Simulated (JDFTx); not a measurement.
# K: energy against volume and a worked fit

```cif
data_structure
_symmetry_space_group_name_H-M 'Im-3m'
_symmetry_Int_Tables_number 229
_cell_length_a 5.3951
_cell_length_b 5.3951
_cell_length_c 5.3951
_cell_angle_alpha 90.000
_cell_angle_beta 90.000
_cell_angle_gamma 90.000
_cell_volume 157.04
loop_
_atom_site_label
_atom_site_type_symbol
_atom_site_symmetry_multiplicity
_atom_site_Wyckoff_symbol
_atom_site_fract_x
_atom_site_fract_y
_atom_site_fract_z
_atom_site_occupancy
K1 K 2 a 0.00000 0.00000 0.00000 1
```

The cell was scaled at fixed shape and fractions and run with JDFTx, PseudoDojo-SR-PBE-0.5-standard, cutoff 1007 eV; RPBE, k mesh 7 × 7 × 7 on the cell of 1 atom, fermi-dirac occupations of 0.05 eV, no spin polarisation, no spin-orbit coupling. The potentials were made for PBE. Energies are those that the program minimises, any entropy of the smearing included. For a metal such a mesh isn't converged to the digits shown.

```csv
V (Å³/atom),energy over the lowest row (meV/atom)
73.8075,6.087
75.3779,3.468
76.9482,1.493
78.5186,?
80.0890,0.000
81.6594,0.204
83.2297,0.963
```

Fit the third-order Birch-Murnaghan form, give V0, B0 and B′, and predict the energy left open.

With y = (V0/V)^(2/3), E = E0 + (9 V0 B0/16) [(y - 1)³ B′ + (y - 1)² (6 - 4y)]. Least squares through the rows shown give V0 = 80.3562 Å³/atom, E0 = -0.018 meV, B0 = 3.248 GPa (1 eV/Å³ = 160.218 GPa) and B′ = 3.40, with a largest miss of 0.054 meV. At V = 78.5186 the form with these constants gives 0.423 meV; the run gave 0.407 meV an atom. Measured volume: 75.88 Å³/atom at 293.15 K (a printed reference work), so the fit lies +5.9 % from it. The runs are for a static lattice.
